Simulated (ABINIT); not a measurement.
# Zn (Fm-3m) in ABINIT: notebook

Aim: see how the results for Zn move with the level of theory and the settings. Levels: LDA, PBEsol. Tasks: band structure.

All numbers are computed with ABINIT 10.8.3 (patched build); they aren't measurements. Logs are shortened: lines on timing, memory, paths and dates and some standing lists are left out, and cuts for length are marked. The log counts tension as positive stress, the text compression.

## (1) Starting point

The structure is cubic, space group Fm-3m (No. 225). Conventional cell: a = 3.930 Å, b = 3.930 Å, c = 3.930 Å, α = 90.00°, β = 90.00°, γ = 90.00°. Zn (site symmetry m-3m) has 12 Zn at 2.78 Å as nearest neighbours.

This isn't the form of Zn at room conditions, which is hcp.

## (2) Band structure, LDA

run.abi

```
ndtset 2

pp_dirpath "./"
pseudos "Zn.GGA_PBE-JTH.xml"

acell 3*1.0 Angstrom
rprim
     0.0000000000     1.9647760000     1.9647760000
     1.9647760000     0.0000000000     1.9647760000
     1.9647760000     1.9647760000     0.0000000000
ntypat 1
znucl 30
natom 1
typat 1
xred
     0.0000000000     0.0000000000     0.0000000000

ecut 26.0
pawecutdg 48.0

ixc 7

occopt 3
tsmear 0.00183747

nstep 100

iomode 3
prtwf 0
prteig 0
prtebands 0
enunit 1
prtden1 1
prtvha1 1
prtvclmb1 1
prtpot1 1

kptopt1 1
ngkpt1 12 12 12
nshiftk1 1
shiftk1 0.0 0.0 0.0
nband1 10
tolvrs1 1.0e-9

iscf2 -2
getden2 1
nband2 16
nbdbuf2 4
tolwfr2 1.0e-11
kptopt2 -9
ndivsm2 6
prteig2 1
prtvol2 -3
kptbounds2
     0.0000000000     0.0000000000     0.0000000000
     0.5000000000     0.0000000000     0.5000000000
     0.5000000000     0.2500000000     0.7500000000
     0.3750000000     0.3750000000     0.7500000000
     0.0000000000     0.0000000000     0.0000000000
     0.5000000000     0.5000000000     0.5000000000
     0.6250000000     0.2500000000     0.6250000000
     0.5000000000     0.2500000000     0.7500000000
     0.5000000000     0.5000000000     0.5000000000
     0.3750000000     0.3750000000     0.7500000000
```

Potentials or basis: JTH PAW PBE v2.0.

Command:

```sh
$ abinit run.abi > log 2>&1
```

run.abo:

```text
.Version 10.8.3 of ABINIT
 DATASET    1 : space group Fm -3 m (#225); Bravais cF (face-center cubic)
================================================================================
 Values of the parameters that define the memory need for DATASET  1.
     intxc =       0    ionmov =       0      iscf =      17    lmnmax =      18
     lnmax =       6     mgfft =      27  mpssoang =       3    mqgrid =    3001
     natom =       1  nloc_mem =       2    nspden =       1   nspinor =       1
    nsppol =       1      nsym =      48    n1xccc =       1    ntypat =       1
    occopt =       3   xclevel =       1
       mpw =         661          nfft =       19683          nkpt =          72
 PAW method is used; the additional fine FFT grid is defined by:
   mgfftf=        36    nfftf =     46656
================================================================================
================================================================================

 DATASET    2 : space group Fm -3 m (#225); Bravais cF (face-center cubic)
================================================================================
 Values of the parameters that define the memory need for DATASET  2.
     intxc =       0    ionmov =       0      iscf =      -2    lmnmax =      18
     lnmax =       6     mgfft =      27  mpssoang =       3    mqgrid =    3001
     natom =       1  nloc_mem =       2    nspden =       1   nspinor =       1
    nsppol =       1      nsym =      48    n1xccc =       1    ntypat =       1
    occopt =       3   xclevel =       1
       mpw =         661          nfft =       19683          nkpt =         103
 PAW method is used; the additional fine FFT grid is defined by:
   mgfftf=        36    nfftf =     46656
================================================================================
================================================================================

--------------------------------------------------------------------------------
------------- Echo of variables that govern the present computation ------------
--------------------------------------------------------------------------------
 -outvars: echo values of preprocessed input variables --------
            acell      1.8897261259E+00  1.8897261259E+00  1.8897261259E+00 Bohr
              amu      6.53900000E+01
             ecut      2.60000000E+01 Hartree
           enunit           1
           getden1          0
           getden2          1
             iscf1         17
             iscf2         -2
              ixc           7
           jdtset        1    2
           kptopt1          1
           kptopt2         -9
         kptrlatt       12    0    0      0   12    0      0    0   12
          kptrlen1     6.30098079E+01
          kptrlen2     3.00000000E+01
            natom           1
            nband1         10
            nband2         16
           nbdbuf1          0
           nbdbuf2          4
           ndtset           2
           ndivsm1          0
           ndivsm2          6
            ngfft          27      27      27
          ngfftdg          36      36      36
             nkpt1         72
             nkpt2        103
            nstep         100
             nsym          48
           ntypat           1
           occopt           3
        pawecutdg      4.80000000E+01 Hartree
        prtebands           0
           prteig1          0
           prteig2          1
           prtpot1          1
           prtpot2          0
         prtvclmb1          1
         prtvclmb2          0
           prtvha1          1
           prtvha2          0
           prtvol1          0
[... 244 lines left out ...]
 R(2)=  3.7128885  0.0000000  3.7128885  G(2)=  0.1346660 -0.1346660  0.1346660
 R(3)=  3.7128885  3.7128885  0.0000000  G(3)=  0.1346660  0.1346660 -0.1346660
 Unit cell volume ucvol=  1.0236836E+02 bohr^3
 Angles (23,13,12)=  6.00000000E+01  6.00000000E+01  6.00000000E+01 degrees

 Coarse grid specifications (used for wave-functions):

 getcut: wavevector=  0.0000  0.0000  0.0000  ngfft=  27  27  27
         ecut(hartree)=     26.000   => boxcut(ratio)=   2.16041

 Fine grid specifications (used for densities):

 getcut: wavevector=  0.0000  0.0000  0.0000  ngfft=  36  36  36
         ecut(hartree)=     48.000   => boxcut(ratio)=   2.19831
--------------------------------------------------------------------------------

================================================================================
 Non-SCF case, kpt    1 (  0.00000  0.00000  0.00000), residuals and eigenvalues=
  3.51E-12  3.72E-12  7.03E-12  3.17E-12  2.36E-12  3.11E-12  4.08E-12  5.83E-12
  2.21E-12  8.11E-12  4.62E-12  1.08E-12  1.80E-12  3.75E-12  1.15E-09  9.58E-09
 -1.1072E-02  9.0502E-02  9.0502E-02  9.0502E-02  1.0460E-01  1.0460E-01
  1.0341E+00  1.0341E+00  1.0341E+00  1.0613E+00  1.1362E+00  1.1362E+00
  1.1362E+00  1.2985E+00  1.4032E+00  1.4032E+00
 Non-SCF case, kpt    2 (  0.02941  0.00000  0.02941), residuals and eigenvalues=
  2.46E-12  8.66E-12  8.19E-12  7.28E-12  8.53E-13  6.53E-12  3.28E-12  8.76E-12
  7.04E-12  9.27E-12  5.80E-12  3.84E-12  4.34E-11  1.18E-10  1.03E-06  5.06E-08
 -9.7873E-03  9.0309E-02  9.0695E-02  9.0695E-02  1.0442E-01  1.0468E-01
  1.0194E+00  1.0194E+00  1.0300E+00  1.0481E+00  1.1520E+00  1.1527E+00
[... 593 lines left out ...]
  3.7983E-01  5.3394E-01  7.6030E-01  8.8133E-01  1.2462E+00  1.3639E+00
  1.4031E+00  1.4998E+00  1.5682E+00  1.6661E+00
 Non-SCF case, kpt  102 (  0.38750  0.38750  0.72500), residuals and eigenvalues=
  6.55E-12  7.86E-12  5.84E-12  4.81E-12  3.57E-12  9.71E-12  3.01E-12  6.59E-12
  7.94E-12  8.37E-12  6.30E-12  5.68E-12  1.65E-10  4.85E-09  4.15E-08  1.47E-05
  7.3887E-02  8.1465E-02  9.9301E-02  1.0659E-01  1.1379E-01  3.9421E-01
  4.0219E-01  4.9068E-01  7.4498E-01  8.7241E-01  1.2024E+00  1.4142E+00
  1.4453E+00  1.4917E+00  1.5697E+00  1.7487E+00
 Non-SCF case, kpt  103 (  0.37500  0.37500  0.75000), residuals and eigenvalues=
  5.96E-12  2.97E-12  2.91E-12  3.13E-12  2.27E-12  1.42E-12  1.09E-12  3.02E-12
  4.24E-12  1.71E-12  9.25E-12  8.29E-12  5.45E-12  1.21E-12  1.33E-08  2.03E-02
  7.2759E-02  7.9357E-02  1.0163E-01  1.0801E-01  1.1427E-01  3.9834E-01
  4.2588E-01  4.6714E-01  7.3259E-01  8.6530E-01  1.1597E+00  1.4532E+00
  1.4797E+00  1.4995E+00  1.5825E+00  1.7737E+00

--- !ResultsGS
iteration_state: {dtset: 2, }
comment   : Summary of ground state results
lattice_vectors:
- [  0.0000000,   3.7128885,   3.7128885, ]
- [  3.7128885,   0.0000000,   3.7128885, ]
- [  3.7128885,   3.7128885,   0.0000000, ]
lattice_lengths: [   5.25082,    5.25082,    5.25082, ]
lattice_angles: [ 60.000,  60.000,  60.000, ] # degrees, (23, 13, 12)
lattice_volume:   1.0236836E+02
convergence: {deltae:  0.000E+00, res2:  0.000E+00, residm:  9.991E-12, diffor:  0.000E+00, }
etotal    :  -6.44553832E+01
entropy   :   0.00000000E+00
fermie    :   3.68156083E-01
cartesian_stress_tensor: null
pressure_GPa: null
xred      :
- [  0.0000E+00,   0.0000E+00,   0.0000E+00, Zn]
cartesian_forces: null
force_length_stats: {min: null, max: null, mean: null, }
...

 Integrated electronic density in atomic spheres:
 ------------------------------------------------
 Atom  Sphere_radius  Integrated_density
    1        2.30770         10.74753117

================================================================================

 ----iterations are completed or convergence reached----

 Mean square residual over all n,k,spin=   51.446E-13; max=  99.907E-13
 reduced coordinates (array xred) for    1 atoms
       0.000000000000      0.000000000000      0.000000000000

 cartesian coordinates (angstrom) at end:
    1      0.00000000000000     0.00000000000000     0.00000000000000
 length scales=  1.889726125908  1.889726125908  1.889726125908 bohr
              =  1.000000000000  1.000000000000  1.000000000000 angstroms
 Eigenvalues (   eV  ) for nkpt= 103  k points:
 kpt#   1, nband= 16, wtk=  1.00000, kpt=  0.0000  0.0000  0.0000 (reduced coord)
  -0.30128    2.46267    2.46267    2.46267    2.84624    2.84624   28.13941   28.13941
  28.13941   28.87946   30.91753   30.91753   30.91753   35.33362   38.18335   38.18335
 kpt#   2, nband= 16, wtk=  1.00000, kpt=  0.0294  0.0000  0.0294 (reduced coord)
  -0.26633    2.45743    2.46793    2.46793    2.84140    2.84854   27.73932   27.73932
  28.02694   28.52131   31.34637   31.36743   31.36743   35.25977   37.28012   38.22345
 kpt#   3, nband= 16, wtk=  1.00000, kpt=  0.0588  0.0000  0.0588 (reduced coord)
  -0.16186    2.44190    2.48360    2.48360    2.82736    2.85535   26.91321   26.91321
  27.71927   27.83316   32.24633   32.34315   32.34315   34.37595   36.86376   38.34360
 kpt#   4, nband= 16, wtk=  1.00000, kpt=  0.0882  0.0000  0.0882 (reduced coord)
   0.01086    2.41662    2.50941    2.50941    2.80576    2.86645   25.99038   25.99038
  27.10630   27.28154   32.71966   33.32551   33.51601   33.51601   37.39346   38.54352
 kpt#   5, nband= 16, wtk=  1.00000, kpt=  0.1176  0.0000  0.1176 (reduced coord)
   0.24919    2.38246    2.54488    2.54488    2.77987    2.88148   25.06743   25.06743
  26.41038   26.77540   30.91586   34.51317   34.79025   34.79025   38.24696   38.82262
 kpt#   6, nband= 16, wtk=  1.00000, kpt=  0.1471  0.0000  0.1471 (reduced coord)
   0.54781    2.34061    2.58930    2.58930    2.75583    2.89993   24.17549   24.17549
[... 278 lines left out ...]
   2.03664    2.33801    2.66653    2.70812    3.10210    9.07572    9.52629   17.30442
  21.73727   24.61209   34.41760   35.14936   37.07280   40.57179   41.58361   43.55679
 kpt# 100, nband= 16, wtk=  1.00000, kpt=  0.4125  0.4125  0.6750 (reduced coord)
   2.05322    2.31681    2.62695    2.77782    3.09590    9.65271    9.88699   15.87266
  21.17961   24.27337   35.01344   35.74251   37.11824   41.15737   42.31031   43.65824
 kpt# 101, nband= 16, wtk=  1.00000, kpt=  0.4000  0.4000  0.7000 (reduced coord)
   2.03896    2.27439    2.64666    2.84423    3.09287   10.25088   10.33577   14.52920
  20.68881   23.98211   33.91045   37.11363   38.18025   40.81182   42.67287   45.33633
 kpt# 102, nband= 16, wtk=  1.00000, kpt=  0.3875  0.3875  0.7250 (reduced coord)
   2.01056    2.21677    2.70211    2.90035    3.09627   10.72708   10.94426   13.35212
  20.27189   23.73952   32.71887   38.48349   39.32951   40.59244   42.71441   47.58462
 kpt# 103, nband= 16, wtk=  1.00000, kpt=  0.3750  0.3750  0.7500 (reduced coord)
   1.97987    2.15942    2.76540    2.93897    3.10954   10.83948   11.58884   12.71154
  19.93467   23.54591   31.55813   39.54471   40.26409   40.80460   43.06180   48.26611

== END DATASET(S) ==============================================================
================================================================================

 -outvars: echo values of variables after computation  --------
            acell      1.8897261259E+00  1.8897261259E+00  1.8897261259E+00 Bohr
           etotal1    -6.4455383222E+01
            fcart1    -0.0000000000E+00 -0.0000000000E+00 -0.0000000000E+00
            rprim      0.0000000000E+00  1.9647760000E+00  1.9647760000E+00
                       1.9647760000E+00  0.0000000000E+00  1.9647760000E+00
                       1.9647760000E+00  1.9647760000E+00  0.0000000000E+00
           strten1     2.9474967780E-04  2.9474967780E-04  2.9474967780E-04
                       0.0000000000E+00  0.0000000000E+00  0.0000000000E+00
 Calculation completed.
```

Run time: 68 s. Hardware: 1 thread of Arm Neoverse V1, shared host; peak memory 0.09 GiB.

What came out:

- Free energy: -1753.9203 eV
- Pressure: -8.7 GPa
- Band gap on the k mesh: none (metal or under the smearing width)
- Valence electrons inside the program's atomic spheres: Zn 10.75 (radii [1.2212] Å)

Levels at the corners of the path, in eV from the Fermi level:
```tsv
point	band 2	band 3	band 4	band 5	band 6	band 7	band 8	band 9	band 10	band 11
Γ	-7.56	-7.56	-7.56	-7.17	-7.17	18.12	18.12	18.12	18.86	20.90
X	-8.17	-6.90	-6.81	-6.81	-0.93	1.73	8.39	8.39	12.20	13.29
W	-7.65	-7.65	-7.15	-6.81	2.31	2.31	3.01	4.16	21.53	22.06
K	-7.86	-7.25	-7.08	-6.91	0.82	1.57	2.69	9.92	13.53	21.54
Γ	-7.56	-7.56	-7.56	-7.17	-7.17	18.12	18.12	18.12	18.86	20.90
L	-7.56	-7.56	-6.89	-6.89	-2.81	-1.38	15.11	15.11	17.47	18.91
U	-7.86	-7.25	-7.08	-6.91	0.82	1.57	2.69	9.92	13.53	21.54
W	-7.65	-7.65	-7.15	-6.81	2.31	2.31	3.01	4.16	21.53	22.06
L	-7.56	-7.56	-6.89	-6.89	-2.81	-1.38	15.11	15.11	17.47	18.91
K	-7.86	-7.25	-7.08	-6.91	0.82	1.57	2.69	9.92	13.53	21.54
```

Caveat: the PAW data sets were made with another functional, which shifts forces and pressure a little.

## (3) Band structure, PBEsol

run.abi: that of step 2 with these lines changed.

```diff
@@ -19,4 +19,5 @@
 pawecutdg 48.0
+pawxcdev 0
 
-ixc 7
+ixc -116133
```

Potentials or basis: JTH PAW PBE v2.0.

Command:

```sh
$ abinit run.abi > log 2>&1
```

run.abo:

```text
.Version 10.8.3 of ABINIT
 DATASET    1 : space group Fm -3 m (#225); Bravais cF (face-center cubic)
================================================================================
 Values of the parameters that define the memory need for DATASET  1.
     intxc =       0    ionmov =       0      iscf =      17    lmnmax =      18
     lnmax =       6     mgfft =      27  mpssoang =       3    mqgrid =    3001
     natom =       1  nloc_mem =       2    nspden =       1   nspinor =       1
    nsppol =       1      nsym =      48    n1xccc =       1    ntypat =       1
    occopt =       3   xclevel =       2
       mpw =         661          nfft =       19683          nkpt =          72
 PAW method is used; the additional fine FFT grid is defined by:
   mgfftf=        36    nfftf =     46656
================================================================================
================================================================================

 DATASET    2 : space group Fm -3 m (#225); Bravais cF (face-center cubic)
================================================================================
 Values of the parameters that define the memory need for DATASET  2.
[... 965 lines left out ...]
  27.90243   28.03125   32.38119   32.55318   32.55318   34.52708   36.96311   38.50713
 kpt#   4, nband= 16, wtk=  1.00000, kpt=  0.0882  0.0000  0.0882 (reduced coord)
   0.23854    2.70940    2.80275    2.80275    3.09961    3.16065   26.27290   26.27290
  27.18781   27.58305   32.90060   33.44819   33.73225   33.73225   37.47796   38.71029
 kpt#   5, nband= 16, wtk=  1.00000, kpt=  0.1176  0.0000  0.1176 (reduced coord)
   0.47697    2.67484    2.83824    2.83824    3.07336    3.17567   25.34444   25.34444
  26.49967   27.07098   31.09981   34.62814   35.00665   35.00665   38.33768   38.99462
 kpt#   6, nband= 16, wtk=  1.00000, kpt=  0.1471  0.0000  0.1471 (reduced coord)
   0.77592    2.63250    2.88269    2.88269    3.04867    3.19411   24.44894   24.44894
[... 278 lines left out ...]
   2.32177    2.62425    2.95359    3.00087    3.39644    9.26885    9.81078   17.54838
  22.01103   24.75656   34.61905   35.32484   37.24671   40.77943   41.79773   43.69225
 kpt# 100, nband= 16, wtk=  1.00000, kpt=  0.4125  0.4125  0.6750 (reduced coord)
   2.33936    2.60068    2.91457    3.07069    3.39027    9.84778   10.16847   16.11675
  21.45047   24.42071   35.22603   35.94156   37.25501   41.37703   42.51533   43.79252
 kpt# 101, nband= 16, wtk=  1.00000, kpt=  0.4000  0.4000  0.7000 (reduced coord)
   2.32530    2.55704    2.93486    3.13721    3.38728   10.45552   10.60534   14.77501
  20.95753   24.13151   34.12035   37.30531   38.32105   41.04042   42.83535   45.50807
 kpt# 102, nband= 16, wtk=  1.00000, kpt=  0.3875  0.3875  0.7250 (reduced coord)
   2.29652    2.49923    2.99076    3.19343    3.39074   10.95545   11.18648   13.60117
  20.53900   23.89035   32.92628   38.65567   39.47429   40.84084   42.86648   47.75990
 kpt# 103, nband= 16, wtk=  1.00000, kpt=  0.3750  0.3750  0.7500 (reduced coord)
   2.26525    2.44204    3.05454    3.23216    3.40406   11.05202   11.85478   12.95251
  20.20057   23.69769   31.76414   39.68410   40.41056   41.08489   43.21179   49.51514

== END DATASET(S) ==============================================================
================================================================================

 -outvars: echo values of variables after computation  --------
            acell      1.8897261259E+00  1.8897261259E+00  1.8897261259E+00 Bohr
           etotal1    -6.4299433754E+01
            fcart1    -0.0000000000E+00 -0.0000000000E+00 -0.0000000000E+00
            rprim      0.0000000000E+00  1.9647760000E+00  1.9647760000E+00
                       1.9647760000E+00  0.0000000000E+00  1.9647760000E+00
                       1.9647760000E+00  1.9647760000E+00  0.0000000000E+00
           strten1     1.8269467709E-04  1.8269467709E-04  1.8269467709E-04
                       0.0000000000E+00  0.0000000000E+00  0.0000000000E+00
 Calculation completed.
```

Wall time 59 s (1 thread of Arm Neoverse V1, shared host); peak memory 0.11 GiB.

Results:

```
Free energy                                           : -1749.6767 eV
Pressure                                              : -5.4 GPa
Band gap on the k mesh                                : none (metal or under the smearing width)
Valence electrons inside the program's atomic spheres : Zn 10.73 (radii [1.2212] Å)
```

Levels at the corners of the path, in eV from the Fermi level:
```
point  band 3  band 4  band 5  band 6  band 7  band 8  band 9  band 10
    Γ   -7.50   -7.50   -7.11   -7.11   18.21   18.21   18.21    18.65
    X   -6.84   -6.75   -6.75   -0.96    1.78    8.42    8.42    12.08
    W   -7.60   -7.09   -6.75    2.29    2.29    3.13    4.09    21.56
    K   -7.20   -7.02   -6.85    0.80    1.60    2.70    9.95    13.44
    Γ   -7.50   -7.50   -7.11   -7.11   18.21   18.21   18.21    18.65
    L   -7.50   -6.83   -6.83   -2.86   -1.32   15.21   15.21    17.26
    U   -7.20   -7.02   -6.85    0.80    1.60    2.70    9.95    13.44
    W   -7.60   -7.09   -6.75    2.29    2.29    3.13    4.09    21.56
    L   -7.50   -6.83   -6.83   -2.86   -1.32   15.21   15.21    17.26
    K   -7.20   -7.02   -6.85    0.80    1.60    2.70    9.95    13.44
```

Caveat: the PAW data sets were made with another functional, which shifts forces and pressure a little.
